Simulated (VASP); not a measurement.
Crystal: TaC.

```
CELL_PARAMETERS angstrom
0.00000 2.22300 2.22300
2.22300 0.00000 2.22300
2.22300 2.22300 0.00000
ATOMIC_POSITIONS crystal
Ta 0.00000 0.00000 0.00000
C 0.50000 0.50000 0.50000
```

- Program: VASP 6.6.1
- Task: relaxation of cell and atoms
- Functional: PBE
- Potentials or basis: VASP PAW PBE potentials, release 64 (Ta_pv, C)
- Cutoff: 520 eV
- k mesh: 17 × 17 × 17
- Occupations: gaussian, width 0.1 eV
- Spin: no spin polarisation

At the start: pressure 7.5 GPa; volume 10.99 Å³/atom.

Q: How do energy, volume and symmetry change on relaxing?

A: Over 3 steps the energy falls by 5.6 meV/atom and the volume is 11.23 Å³/atom (+2.3 %); space group Fm-3m (No. 225, to 0.05 Å).

Step by step:
```tsv
step	energy change (eV)	largest force (eV/Å)	pressure (GPa)	volume (Å³)
1	0.0000	0.0000	7.49	21.97
2	0.0467	0.0000	-14.95	23.64
3	-0.0112	0.0000	-0.11	22.47
```

Final structure:
```
Ta C
1.0
     0.00000    2.23966    2.23966
     2.23966    0.00000    2.23966
     2.23966    2.23966    0.00000
Ta C
1 1
Direct
  0.00000 0.00000 0.00000
  0.50000 0.50000 0.50000
```
